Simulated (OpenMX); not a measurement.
**KMgF3 in OpenMX: the effect of volume scale**

KMgF3:

```
K Mg F
1.0
     3.81962    0.00000    0.00000
     0.00000    3.81962    0.00000
     0.00000    0.00000    3.81962
K Mg F
1 1 3
Direct
  0.50000 0.50000 0.50000
  0.00000 0.00000 0.00000
  0.00000 0.00000 0.50000
  0.00000 0.50000 0.00000
  0.50000 0.00000 0.00000
```

Alike in all runs:

- Program: OpenMX 3.8.5
- Task: band structure
- Functional: PBE
- Potentials or basis: OpenMX 2013 PBE set, K10.0-s3p2d1, Mg7.0-s3p2d1, F6.0-s2p2d1, grid cutoff 500 Ry
- k mesh: 5 × 5 × 5
- Occupations: fermi-dirac, width 0.05 eV
- Spin: no spin polarisation

One run gave: gap on the mesh 8.22 eV; pressure 13.5 GPa. Which volume scale did it use?
A. 1.04
B. 0.96
C. 0.92
D. 1.08
E. 1

C.

| volume scale | gap on the mesh (eV) | pressure (GPa) |
| --- | --- | --- |
| 0.88 | 8.61 | 19.2 |
| 0.92 | 8.22 | 13.5 |
| 0.96 | 7.86 | 8.9 |
| 1 | 7.52 | 5.1 |
| 1.04 | 7.21 | 2.0 |
| 1.08 | 6.92 | -0.5 |

Caveats: the basis of atomic orbitals isn't converged, which shifts pressures, moduli and gaps.

A k mesh can miss the band edges.
